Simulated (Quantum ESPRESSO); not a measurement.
The system is K.

```
K
1.0
    -2.69756    2.69756    2.69756
     2.69756   -2.69756    2.69756
     2.69756    2.69756   -2.69756
K
1
Direct
  0.00000 0.00000 0.00000
```

Base run:

```yaml
Program: Quantum ESPRESSO 7.5
Functional: RPBE
Potentials_or_basis: SG15 PBE 1.2
Cutoff: 952 eV
Density_cutoff: 3810 eV
k_mesh: 7 × 7 × 7
Occupations: fermi-dirac, width 0.05 eV
Spin: no spin polarisation
```

Its results: band gap on the k mesh none (metal or under the smearing width); pressure 0.1 GPa.

**Question.** The run is repeated on the same cell with these changes: functional from RPBE to rPW86PBE; dispersion from none to rVV10. What comes out?

**Answer.** Band gap on the k mesh none (metal or under the smearing width); pressure -0.5 GPa.

Several settings changed at once, so the effect can't be laid on one alone.

Caveats: the potentials were made for another functional, which shifts forces and pressure; some levels on the path didn't converge.
